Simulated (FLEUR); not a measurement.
## Converging the basis cutoff: SrF2 (I4mm, 3 atoms in the cell)

```
CELL_PARAMETERS angstrom
      0.00000     2.88550     2.88550
      2.88550     0.00000     2.88550
      2.88550     2.88550     0.00000
ATOMIC_POSITIONS crystal
  Sr 0.00866 0.00866 0.99134
  F  0.25000 0.25000 0.25000
  F  0.75000 0.75000 0.75000
```

Method of the run: PBE, all-electron FLAPW (FLEUR), scalar-relativistic valence in FLEUR.

Base settings: Kmax = 4 1/bohr; GmaxXC = 20 1/bohr; xcFunctional = pbe; jspins = 1; l_soc = F; mode = hist; fermiSmearingEnergy = 0.00073499 Htr; mesh (inpgen div1-3) = 3 3 3; inpgen gamma flag = false; Gmax = 20 1/bohr.

Moved along: Gmax, GmaxXC.

The second cell is the first with its lattice scaled by 0.98.

The mesh stays at the base's, so the ladder's end is converged at best in this setting alone.

Only quantities that move along the ladder and can be compared are tabulated; the gap is left out on so coarse a mesh.

Core times come from one kind of shared machine, to one figure; runs under 30 s give none.

The starting cell has typed, rounded lattice constants, without a prior relaxation at this level. Its lattice was rescaled by up to half a per cent. One atom was moved a little off its site on purpose. Values depend on the basis (sphere radii, cutoffs, local orbitals), which need not be converged.

Steps (Kmax): 2.37 1/bohr; 2.53 1/bohr; 2.68 1/bohr; 2.83 1/bohr; 2.97 1/bohr; 3.1 1/bohr; 3.35 1/bohr; 3.58 1/bohr; 3.79 1/bohr; 4 1/bohr; 4.2 1/bohr; 4.38 1/bohr; 4.65 1/bohr; 4.9 1/bohr; 5.29 1/bohr.

Task: What is the coarsest Kmax that holds the forces within 0.005 eV/Å of the last step, with all finer ones?

Result: 3.58 1/bohr; the step before is off by 0.008 eV/Å.

Task: What is the state of the energy of the compressed cell less the first at the end of the ladder?

Result: Still drifting one way, by 1.0 meV/atom over the last two steps, so the last step is no safe reference.

Task: What is the coarsest Kmax that holds the free energy within 2 meV/atom?

Result: Not settled: the last two steps still differ by 1.7 meV/atom, over half the tolerance, so the ladder does not show it.

| Kmax | free energy less the last step's (meV/atom) | energy of the compressed cell less the first (meV/atom) | largest difference of a force vector from the last step's (eV/Å) | core time / last (rough) |
|---|---|---|---|---|
| 2.37 1/bohr | 1964.63 | 77.13 | 0.057 | – |
| 2.53 1/bohr | 1231.88 | 90.99 | 0.045 | – |
| 2.68 1/bohr | 887.00 | -100.07 | 0.035 | – |
| 2.83 1/bohr | 479.58 | 53.51 | 0.017 | – |
| 2.97 1/bohr | 327.28 | 7.99 | 0.006 | – |
| 3.1 1/bohr | 190.30 | 55.71 | 0.007 | – |
| 3.35 1/bohr | 87.82 | 38.96 | 0.008 | – |
| 3.58 1/bohr | 42.00 | 36.94 | 0.004 | – |
| 3.79 1/bohr | 23.33 | 34.54 | 0.003 | 0.3 |
| 4 1/bohr | 12.85 | 36.12 | 0.002 | 0.3 |
| 4.2 1/bohr | 7.65 | 35.92 | 0.001 | 0.6 |
| 4.38 1/bohr | 5.13 | 35.97 | 0.000 | 0.5 |
| 4.65 1/bohr | 2.89 | 35.78 | 0.001 | 1 |
| 4.9 1/bohr | 1.75 | 35.41 | 0.001 | 1 |
| 5.29 1/bohr | 0.00 | 34.74 | 0.000 | 1 |

Two neighbours can agree and both be off: 4.2 1/bohr and 4.38 1/bohr differ by 0.05 meV/atom in the energy of the compressed cell less the first, yet lie about 1.2 meV/atom from the last step.
